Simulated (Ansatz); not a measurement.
**Stack of 2H-WS2 under blue phosphorene, upper layer turned by 180° in a perpendicular field**

Aim: how the stack of 2H-WS2 under blue phosphorene, upper layer turned by 180° screens a field along its normal, and what the field does to its bands. A positive field points along +c.

Program: Ansatz 0.2.0. Level of theory: plane-wave DFT, PBE-D3(BJ), Ansatz PAW. Results are calculated unless marked as measured.

## (1) Starting point

The cell holds 5 atoms: 2 S, 1 W and 2 P. Its edges and angles: a = 3.230 Å, b = 3.230 Å, c = 46.616 Å, α = 90.0°, β = 90.0°, γ = 120.0°. Regions: layer 1: 2H-WS2, 3 atoms (2 S and 1 W); layer 2: blue phosphorene, 2 atoms (2 P). Vacuum lies along c.

## (2) Relaxation

The starting cell is a guess, so the in-plane lattice and the atoms are relaxed first, with the slab cut off from its images along the normal.

The input, input.yaml:

```yaml
crystal:
  lattice:
    - [3.23, 0.0, 0.0]
    - [-1.615, 2.7972620542, 0.0]
    - [0.0, 0.0, 46.6156202329]
  atoms:
    - { symbol: S, position: [0.3333333333, 0.6666666667, 0.4161695136] }
    - { symbol: W, position: [0.0, 0.0, 0.4534490802] }
    - { symbol: S, position: [0.3333333333, 0.6666666667, 0.4907286467] }
    - { symbol: P, position: [0.6666666667, 0.3333333333, 0.5572299607] }
    - { symbol: P, position: [0.0, 0.0, 0.5838304864] }
  periodic: [true, true, false]
kpoints:
  mp_grid: { grid: [12, 12, 1] }
hamiltonian:
  xc: pbe
  dispersion: d3bj
scf:
  occupations: { method: fermi_dirac, width: 0.05 }
  convergence: { dr2_threshold: 1.0e-09 }
relax:
  f_tol: 0.004
  max_steps: 90
  cell: {}
output:
  write_potential: true
  write_density: true
  volumetric_format: npy
```

Command:

```bash
ansatz run input.yaml --threads 2 --pin off --max-ram 4096MiB --backend cpu --events-out ev --progress --plain --runs-dir out
```

Numbers of over 12 decimals in the logs are rounded to 6 here.

Output:

```text
Warning: relax.cell: scf.convergence.dr2_threshold = 1e-9 eV is looser than the 1.57531754963e-10 eV advised for a relaxation that steers and ends on the stress (1e-10 eV for each atom of the cell: 5, times the square of relax.cell.stress_2d_tol = 0.05 N/m over 17.8 Å (the atoms' height at the walk's start and 5 Å past either face), 2.807e-2 GPa, over a crystal's default 0.05). What an SCF threshold leaves in a stress goes as its square root, and in the free energy as the threshold itself, and one threshold admits the most on a small cell: [figures from the program's tests cut] Set scf.convergence.dr2_threshold to 1.57531754963e-10 eV or tighter. [rest of the remark cut]
Engine: ansatz 0.2.0, aarch64-unknown-linux-gnu
Pseudopotentials: kind: paw
Pseudopotential: S, paw, valence charge 6, recommended cutoff 420 eV (normal), S.paw.azcp
Pseudopotential: W, paw, valence charge 14, recommended cutoff 420 eV (normal), W.paw.azcp
Pseudopotential: P, paw, valence charge 5, recommended cutoff 420 eV (normal), P.paw.azcp
Functional definition: PBE
  parameter kappa = 0.804
  parameter beta = 0.066725
  exchange = pbe_x(kappa = kappa, mu = beta*pi^2/3)
  correlation = pbe_c(beta = beta)
Crystal: 5 atoms, lattice volume = 421.179 Å³
Basis set: ecut = 420 eV, 8411 PW (Γ), exchange–correlation on 48×48×640 points (8 copies of the dense FFT grid, shifted against one another)
Bands: 23, of which v1, the nominal top of the filled ones, is band 18 counted from 1 (17 counted from 0)
Symmetry: 6 space group operations
Space group: P3m1 (ITA 156), of the structure as read, at distance tolerance 7.5e-5 Å
k-points: 19 of 144 (time reversal used)
Non-local potential: S, projectors of the file, l = 0: 2, l = 1: 2, l = 2: 2
Non-local potential: W, projectors of the file, l = 0: 3, l = 1: 2, l = 2: 2, l = 3: 1
Non-local potential: P, projectors of the file, l = 0: 2, l = 1: 2, l = 2: 2
PAW form: soft (Blöchl's): semilocal exchange-correlation on the pseudo side does not see the compensation charge
PAW one-centre angular grid: S, 110 points (default); XC on 64 Gauss nodes
PAW one-centre angular grid: W, 590 points (default); XC on 64 Gauss nodes
PAW one-centre angular grid: P, 110 points (default); XC on 64 Gauss nodes
Initial density: superposition of atomic densities (neutral atoms: chi_scale 0, normalization atom), corrected by the library's trained network
Initial wavefunctions: pseudopotential atomic-orbital guess
Functional: x = pbe(κ = 0.804, μ = 0.219515), c = pbe(β = 0.066725)
SCF iter   1: F=—  HF=-13703.681402 eV  |F-HF|=—  |Δ(HF+E_count)|=         —  Δρ=2.10e-3  dr2=4.51e-2  ethr=1.77e-3  ⟨swp⟩=15.9  Hψ=3965  notcnv=0
preconditioner: auto → Resta (q_TF=auto, 1.811 Å⁻¹)  ε∞=2.4  [insulator: Δε(μ)=1.405 eV  Ē_g=7.966 eV  σ=0.050 eV  W_gap=1.00  n_scr=26 (ndim 8)  ℏωp=9.6 eV  f_vac=0.745  D(μ)=0.00/eV (n_scr^D=0)  ε∞_Penn≈2.4  vacuum switching on, ρ_ref=4.6e-3 e/Å³]
SCF iter   2: F=—  HF=-13703.692893 eV  |F-HF|=—  |Δ(HF+E_count)|=   1.15e-2  Δρ=1.90e-3  dr2=1.24e-1  ethr=1.25e-4  ⟨swp⟩=4.7  Hψ=1251  notcnv=0  defer=3
SCF iter   3: F=—  HF=-13703.684725 eV  |F-HF|=—  |Δ(HF+E_count)|=   8.17e-3  Δρ=9.24e-4  dr2=8.93e-3  ethr=1.25e-4  ⟨swp⟩=2.8  Hψ=770  notcnv=0  defer=3
SCF iter   4: F=—  HF=-13703.686035 eV  |F-HF|=—  |Δ(HF+E_count)|=   1.31e-3  Δρ=4.53e-4  dr2=3.04e-3  ethr=2.48e-5  ⟨swp⟩=2.7  Hψ=870  notcnv=0  defer=3
SCF iter   5: F=—  HF=-13703.685837 eV  |F-HF|=—  |Δ(HF+E_count)|=   1.98e-4  Δρ=1.16e-4  dr2=6.75e-5  ethr=8.46e-6  ⟨swp⟩=2.9  Hψ=677  notcnv=0  defer=3
SCF iter   6: F=—  HF=-13703.685907 eV  |F-HF|=—  |Δ(HF+E_count)|=   7.06e-5  Δρ=6.58e-5  dr2=4.03e-5  ethr=1.88e-7  ⟨swp⟩=3.2  Hψ=984  notcnv=0  defer=3
SCF iter   7: F=—  HF=-13703.685907 eV  |F-HF|=—  |Δ(HF+E_count)|=   9.05e-8  Δρ=2.19e-5  dr2=4.03e-6  ethr=1.12e-7  ⟨swp⟩=2.6  Hψ=715  notcnv=0  defer=3
SCF iter   8: F=—  HF=-13703.685909 eV  |F-HF|=—  |Δ(HF+E_count)|=   1.44e-6  Δρ=6.59e-6  dr2=2.49e-7  ethr=1.12e-8  ⟨swp⟩=3.2  Hψ=874  notcnv=0  defer=3
SCF iter   9: F=—  HF=-13703.685868 eV  |F-HF|=—  |Δ(HF+E_count)|=   4.10e-5  Δρ=2.45e-6  dr2=3.07e-8  ethr=6.91e-10  ⟨swp⟩=3.3  Hψ=946  notcnv=0  defer=3
SCF iter  10: F=—  HF=-13703.685868 eV  |F-HF|=—  |Δ(HF+E_count)|=   6.57e-8  Δρ=4.19e-7  dr2=1.21e-9  ethr=8.52e-11  ⟨swp⟩=3.2  Hψ=878  notcnv=0  defer=3
SCF iter  11: F=-13703.685868 eV  HF=-13703.685868 eV  |F-HF|=3.04e-10  |Δ(HF+E_count)|=  7.22e-10  Δρ=9.65e-8  dr2=6.24e-11  ethr=2.78e-12  ⟨swp⟩=12.9  Hψ=3995  notcnv=0
SCF 1 converged in 11 iterations: F = -13703.685868 eV  dr2 = 6.24e-11
  greatest PAW one-centre occupation: 1.000 electrons in one spin orbital (limit 2), on the W atom at site 1 (counted from 0), in its partial waves of l = 0
relax step   1: F+E_penalty+E_count = -13703.68586778 eV  Δ(F+E_penalty+E_count) = +0.000e0 eV  max|allowed force component| = 2.841e0 eV/Å  Δτ_max = 0.0000 Å  P = -7.981 N/m  Ω = 421.179 Å³  fix = [c, alpha, beta]  reactions: c -0.000 N/m  (11 SCF iters, accepted)
Crystal: 5 atoms, lattice volume = 417.316 Å³
Basis set: ecut = 420 eV, 8327 PW (Γ), exchange–correlation on 48×48×640 points (8 copies of the dense FFT grid, shifted against one another)
Initial density: handed on by an earlier stage of this run
Initial wavefunctions: those handed on with the density
iter 1 solved again at ethr=5.86e-4 eV; its pass at ethr=3.10e-3 eV (dr2=2.11e-1 eV) is discarded
SCF iter   1: F=—  HF=-13704.321123 eV  |F-HF|=—  |Δ(HF+E_count)|=         —  Δρ=5.97e-3  dr2=2.41e-1  ethr=5.86e-4  ⟨swp⟩=2.0  Hψ=4300  notcnv=0
eigensolver tolerance schedule calibrated: the retry pair's looser diagonalisation under-reported the residual by θ = 0.12 (0.17/decade); ethr = c·dr2/N_el runs at the constant in force after the calibration composes with the one it found (an armed cap, an earlier calibration), c = 3.4e-2
preconditioner: auto → Resta (q_TF=auto, 1.814 Å⁻¹)  ε∞=2.3  [insulator: Δε(μ)=1.180 eV  Ē_g=8.440 eV  σ=0.050 eV  W_gap=1.00  n_scr=26 (ndim 8)  ℏωp=9.6 eV  f_vac=0.749  D(μ)=0.00/eV (n_scr^D=0)  ε∞_Penn≈2.3  vacuum switching on, ρ_ref=5.2e-3 e/Å³]
SCF iter   2: F=—  HF=-13704.294770 eV  |F-HF|=—  |Δ(HF+E_count)|=   2.64e-2  Δρ=3.50e-3  dr2=1.24e-1  ethr=2.27e-4  ⟨swp⟩=4.5  Hψ=1168  notcnv=0
SCF iter   3: F=—  HF=-13704.274542 eV  |F-HF|=—  |Δ(HF+E_count)|=   2.02e-2  Δρ=1.81e-3  dr2=1.28e-2  ethr=1.17e-4  ⟨swp⟩=3.9  Hψ=1170  notcnv=0  defer=6
SCF iter   4: F=—  HF=-13704.272174 eV  |F-HF|=—  |Δ(HF+E_count)|=   2.37e-3  Δρ=4.24e-4  dr2=1.17e-3  ethr=1.21e-5  ⟨swp⟩=3.0  Hψ=941  notcnv=0  defer=6
[...]
SCF iter   8: F=—  HF=-13704.278536 eV  |F-HF|=—  |Δ(HF+E_count)|=   2.50e-6  Δρ=1.56e-5  dr2=1.35e-6  ethr=9.36e-8  ⟨swp⟩=3.1  Hψ=898  notcnv=0  defer=2
SCF iter   9: F=—  HF=-13704.278494 eV  |F-HF|=—  |Δ(HF+E_count)|=   4.19e-5  Δρ=4.49e-6  dr2=8.45e-8  ethr=3.74e-9  ⟨swp⟩=3.7  Hψ=1000  notcnv=0  defer=3
SCF iter  10: F=—  HF=-13704.278494 eV  |F-HF|=—  |Δ(HF+E_count)|=   1.02e-7  Δρ=8.85e-7  dr2=5.46e-9  ethr=2.35e-10  ⟨swp⟩=3.1  Hψ=981  notcnv=0  defer=3
SCF iter  11: F=-13704.278494 eV  HF=-13704.278494 eV  |F-HF|=1.18e-10  |Δ(HF+E_count)|=   4.12e-9  Δρ=2.12e-7  dr2=5.09e-10  ethr=2.78e-12  ⟨swp⟩=14.4  Hψ=4300  notcnv=0
SCF 3 converged in 11 iterations: F = -13704.278494 eV  dr2 = 5.09e-10
relax step   3: F+E_penalty+E_count = -13704.27849392 eV  Δ(F+E_penalty+E_count) = -6.536e-3 eV  max|allowed force component| = 3.376e-1 eV/Å  Δτ_max = 0.1950 Å  P = +0.590 N/m  Ω = 409.504 Å³  energy of the carried Pulay correction = +3.648e-4 eV  fix = [c, alpha, beta]  reactions: c +0.000 N/m  (11 SCF iters, accepted)
[...]
relax step   4: F+E_penalty+E_count = -13704.28655344 eV  Δ(F+E_penalty+E_count) = -8.060e-3 eV  max|allowed force component| = 8.447e-2 eV/Å  Δτ_max = 0.1290 Å  P = -0.301 N/m  Ω = 411.946 Å³  energy of the carried Pulay correction = +2.877e-4 eV  fix = [c, alpha, beta]  reactions: c -0.000 N/m  (11 SCF iters, accepted)
[...]
relax step   5: F+E_penalty+E_count = -13704.28711608 eV  Δ(F+E_penalty+E_count) = -5.626e-4 eV  max|allowed force component| = 4.388e-2 eV/Å  Δτ_max = 0.0255 Å  P = -0.102 N/m  Ω = 411.871 Å³  energy of the carried Pulay correction = +2.900e-4 eV  fix = [c, alpha, beta]  reactions: c -0.000 N/m  (10 SCF iters, accepted)
[...]
relax step   6: F+E_penalty+E_count = -13704.28722039 eV  Δ(F+E_penalty+E_count) = -1.043e-4 eV  max|allowed force component| = 1.219e-2 eV/Å  Δτ_max = 0.0078 Å  P = -0.015 N/m  Ω = 411.613 Å³  energy of the carried Pulay correction = +2.982e-4 eV  fix = [c, alpha, beta]  reactions: c -0.000 N/m  (9 SCF iters, accepted)
[...]
relax step   7: F+E_penalty+E_count = -13704.28722549 eV  Δ(F+E_penalty+E_count) = -5.098e-6 eV  max|allowed force component| = 3.252e-3 eV/Å  Δτ_max = 0.0021 Å  P = -0.010 N/m  Ω = 411.601 Å³  energy of the carried Pulay correction = +2.986e-4 eV  fix = [c, alpha, beta]  reactions: c -0.000 N/m  (8 SCF iters, accepted)
Initial wavefunctions: pseudopotential atomic-orbital guess (no wavefunctions were taken with the density)
iter 1 solved again at ethr=1.14e-7 eV; its pass at ethr=3.10e-3 eV (dr2=4.10e-5 eV) is discarded
SCF iter   1: F=—  HF=-13704.286960 eV  |F-HF|=—  |Δ(HF+E_count)|=         —  Δρ=1.47e-5  dr2=1.25e-7  ethr=1.14e-7  ⟨swp⟩=6.9  Hψ=6700  notcnv=0
preconditioner: auto → Resta (q_TF=auto, 1.818 Å⁻¹)  ε∞=2.3  [insulator: Δε(μ)=1.200 eV  Ē_g=8.523 eV  σ=0.050 eV  W_gap=1.00  n_scr=26 (ndim 8)  ℏωp=9.7 eV  f_vac=0.751  D(μ)=0.00/eV (n_scr^D=0)  ε∞_Penn≈2.3  vacuum switching on, ρ_ref=5.3e-3 e/Å³]
SCF iter   2: F=—  HF=-13704.286925 eV  |F-HF|=—  |Δ(HF+E_count)|=   3.54e-5  Δρ=7.41e-6  dr2=3.42e-8  ethr=3.46e-10  ⟨swp⟩=3.9  Hψ=1237  notcnv=0
SCF iter   3: F=—  HF=-13704.286925 eV  |F-HF|=—  |Δ(HF+E_count)|=   4.87e-8  Δρ=2.11e-6  dr2=5.97e-8  ethr=9.51e-11  ⟨swp⟩=2.9  Hψ=917  notcnv=0
SCF iter   4: F=—  HF=-13704.286925 eV  |F-HF|=—  |Δ(HF+E_count)|=   6.82e-9  Δρ=5.09e-7  dr2=1.00e-9  ethr=9.51e-11  ⟨swp⟩=2.6  Hψ=716  notcnv=0
SCF iter   5: F=-13704.286925 eV  HF=-13704.286925 eV  |F-HF|=4.75e-10  |Δ(HF+E_count)|=  3.13e-10  Δρ=2.76e-7  dr2=6.04e-10  ethr=2.78e-12  ⟨swp⟩=17.0  Hψ=4403  notcnv=0
SCF 8 converged in 5 iterations: F = -13704.286925 eV  dr2 = 6.04e-10
relax step   8: F+E_penalty+E_count = -13704.28692507 eV  Δ(F+E_penalty+E_count) = +3.004e-4 eV  max|allowed force component| = 3.189e-3 eV/Å  Δτ_max = 0.0000 Å  P = -0.012 N/m  Ω = 411.601 Å³  fix = [c, alpha, beta]  reactions: c -0.000 N/m  stress off target by 1.16e-2 N/m on what of the cell is left free  SCF on the basis re-selected at this cell (its energy is not comparable with the rows above)  (5 SCF iters)
basis re-selected at this cell: Δ(F+E_penalty+E_count) = +3.004e-4 eV, ΔP = -0.002 N/m vs the last step (what re-selecting the basis moved, of the pressure what is left beyond the Pulay correction that the steps carried, after the strain that the cell walked since its last selection, with what the two solves' SCF thresholds leave and, on support functions, any second-order correction that the steps lacked; it is no m [...]
WARN: The output density's exchange-correlation potential varies sharply where the density is thin. Do not read a vacuum level from v_tot or v_xc, or from such a field of the output density. On a cell that repeats whose density bears no net charge and no dipole along the vacuum's axis use v_es (v_loc + v_h of the components); under efield.dipole_correction with no amplitude use v_es + v_field, which holds any externa [...]
SCF converged after 5 iterations
Free energy (F): -13704.286925 eV
Harris-Foulkes:  -13704.286925 eV  (|F-HF|=4.75e-10)
Internal energy: -13704.286925 eV  (E = F + TS)
E sigma→0 (E₀):  -13704.286925 eV
Entropy (-TS):   -0.000000 eV (-0.000 meV/atom)
Fermi energy:    -4.824986 eV
--- Per-component energies (eV) ---
  E_band       = -737.493724
  E_kinetic    = 806.315311
  E_local      = -117296.674009  (includes V_loc(G=0)·N_el)
  E_nonlocal   = 125.588266
  E_hartree    = 58156.630936
  E_xc         = -584.595179
  E_vxc        = -535.801126  (∫ρ·V_xc dr)
  E_paw        = -10901.837523  (= ΣΔE_a)
  E_vpaw       = -150.183179  (= ΣTr[D̂ρ^β])
  E_aug_tail   = -0.000054  (compensation charges beyond the density's cutoff)
  E_ewald      = 55991.917975
  E_disp       = -1.632647  (pairwise vdW)
  E_smearing   = -0.000000  (= −TS)
  E_closure    = 0.000000  (closes the sum)
  Σ components = -13704.286925   (vs F -13704.286925, Δ=0.00e0)
--- Forces (eV/Å), atoms counted from 1 ---
  atom   1  S      0.00000000    -0.00000000    -0.00004423
  atom   2  W      0.00000000     0.00000000     0.00058403
  atom   3  S      0.00000000     0.00000000    -0.00038852
  atom   4  P      0.00000000    -0.00000000     0.00304309
  atom   5  P     -0.00000000     0.00000000    -0.00318814
  max |Σ_I F_I| component: 6.23e-6 eV/Å
--- 2D stress c σ (N/m, compression-positive) ---
       -0.011573      -0.000000      -0.000000
       -0.000000      -0.011573      -0.000000
       -0.000000      -0.000000      -0.000000
  P = ½ c Tr σ = -0.0116 N/m
--- Band table (eV; the first three rows and the last of 19) ---
  k-point 0: bands = [... 14 lower, -6.5799, -5.9843, -5.9843, -5.3908, -2.8673, -2.8673, -2.6967, -2.6967, ... 1 higher]
  k-point 1: bands = [... 14 lower, -6.9244, -6.4915, -6.2644, -5.4806, -2.9569, -2.9211, -2.7988, -2.6532, ... 1 higher]
  k-point 2: bands = [... 14 lower, -7.3206, -6.8573, -6.4205, -5.8067, -3.2598, -3.0181, -2.9818, -2.8773, ... 1 higher]
  k-point 18: bands = [... 14 lower, -8.1186, -8.0274, -7.9693, -5.7159, -4.1908, -3.9520, -2.4081, -1.6838, ... 1 higher]
  the weakly bound empty levels are not read free of the cell's end (no_gap_told)
--- Relaxed structure (7 steps of the walk, 7 accepted, 1 SCFs on fresh bases) ---
  F+E_penalty+E_count = -13704.28692507 eV   max|allowed force component| = 3.189e-3 eV/Å   (the final SCF, on the basis selected at the relaxed cell)
  cell:  # Å, volume = 411.6010 Å³
    - [3.193060, 0, 0]
    - [-1.596530, 2.765271, 0]
    - [0, 0, 46.6156202329]
  atoms:
    - { symbol: S, position: [0.333333, 0.666667, 0.421245] }
    - { symbol: W, position: [-1.1899128950296729e-17, -2.3684757860264046e-17, 0.454808] }
    - { symbol: S, position: [0.333333, 0.666667, 0.488311] }
    - { symbol: P, position: [0.666667, 0.333333, 0.555039] }
    - { symbol: P, position: [-1.870327307306532e-17, -2.3684757860264046e-17, 0.582005] }
```

Run time: 95 s. Hardware: 2 threads of Arm Neoverse V1, shared host; peak memory 0.64 GiB; 3.1 min of CPU time.

Relaxation path:

| step | energy less that of the first step (eV) | largest force component (eV/Å) | volume (Å³) |
| --- | --- | --- | --- |
| 1 | 0.0000 | 2.8412 | 421.18 |
| 2 | -0.5861 | 0.2677 | 417.32 |
| 3 | -0.5926 | 0.3376 | 409.50 |
| 4 | -0.6007 | 0.0845 | 411.95 |
| 5 | -0.6012 | 0.0439 | 411.87 |
| 6 | -0.6014 | 0.0122 | 411.61 |
| 7 | -0.6014 | 0.0033 | 411.60 |
| 8* | -0.6011 | 0.0032 | 411.60 |

Relaxation steps marked * repeat the geometry before them on a plane-wave basis chosen anew for their cell, so energy and pressure can jump there.

Forces are held to the 6 operations that the run works with; a distortion that breaks them can't arise in this run.

| cell as run | before | after | change |
| --- | --- | --- | --- |
| a (Å) | 3.230 | 3.193 | -1.1 % |
| b (Å) | 3.230 | 3.193 | -1.1 % |

The atoms that moved most (Å, along periodic axes as changes of fractional coordinates times the final cell, across vacuum about the mean position):

| atom | dx | dy | dz | length |
| --- | --- | --- | --- | --- |
| S1 | 0.000 | 0.000 | 0.237 | 0.237 |
| S3 | 0.000 | 0.000 | -0.113 | 0.113 |
| P4 | 0.000 | 0.000 | -0.102 | 0.102 |
| P5 | 0.000 | 0.000 | -0.085 | 0.085 |
| W2 | 0.000 | 0.000 | 0.063 | 0.063 |

Final coordinates:

```xyz
5
Lattice="3.1931 0.0000 0.0000 -1.5965 2.7653 0.0000 0.0000 0.0000 46.6156" Properties=species:S:1:pos:R:3
S     0.0000    1.8435   19.6366
W     0.0000    0.0000   21.2012
S     0.0000    1.8435   22.7629
P     1.5965    0.9218   25.8735
P     0.0000    0.0000   27.1305
```

The lattice constant a goes from 3.230 to 3.193 Å.

(Continued in part 2 of 2.)

[Logs are printed without paths, hosts, clocks, repeated set-up lines and the standing remarks that a program may print on its own settings, such as how far it seeks lower states.]

[Hosts, paths, dates, database ids (printed as entryN), source tags and the programs' standing remarks are cut or masked in the printed files.]

[Maps of the electrostatic potential energy from Ansatz leave out the sawtooth potential of an applied field or a dipole correction, so their vacuum need not be flat; planar profiles and work functions include it.]
